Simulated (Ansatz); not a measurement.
Crystal: Si, simple cubic type, 1 atom in the cell.

Level of theory: PBE, plane waves, PAW datasets (generated soft set 1) in Ansatz 0.2.0 development build.

Cutoff 420 eV; k-mesh 43×43×43 Γ-centred; Fermi–Dirac smearing of 0.0612 eV; no spin polarisation.

(1) What equilibrium volume, lattice constant and bulk modulus does this give?

Results:

(1) V₀ = 16.226 Å³/atom (a₀ = 2.532 Å), B₀ = 101 GPa, B₀′ = 4.47. The points behind the fit:

```json
{"V (Å³/atom)": "15.906", "a (Å)": "2.5149", "E − E(min) (meV/atom)": "2.06", "P (GPa)": "2.10"}
{"V (Å³/atom)": "16.231", "a (Å)": "2.5319", "E − E(min) (meV/atom)": "0.00", "P (GPa)": "-0.03"}
{"V (Å³/atom)": "16.555", "a (Å)": "2.5487", "E − E(min) (meV/atom)": "2.03", "P (GPa)": "-1.94"}
{"V (Å³/atom)": "16.880", "a (Å)": "2.5652", "E − E(min) (meV/atom)": "7.72", "P (GPa)": "-3.65"}
{"V (Å³/atom)": "17.205", "a (Å)": "2.5816", "E − E(min) (meV/atom)": "16.71", "P (GPa)": "-5.19"}
```

The published all-electron PBE values for this crystal (mean of FLEUR and WIEN2k, k-spacing 0.06 Å⁻¹; Bosoni et al., Nat. Rev. Phys. 6, 45 (2024)) are V₀ = 16.229 Å³/atom, B₀ = 100.7 GPa, B₀′ = 4.41.

The stress includes the program's correction for the finite plane-wave basis.

This cubic structure is a model: it isn't the usual form of the substance at ambient conditions, and such phases are metastable or hypothetical.
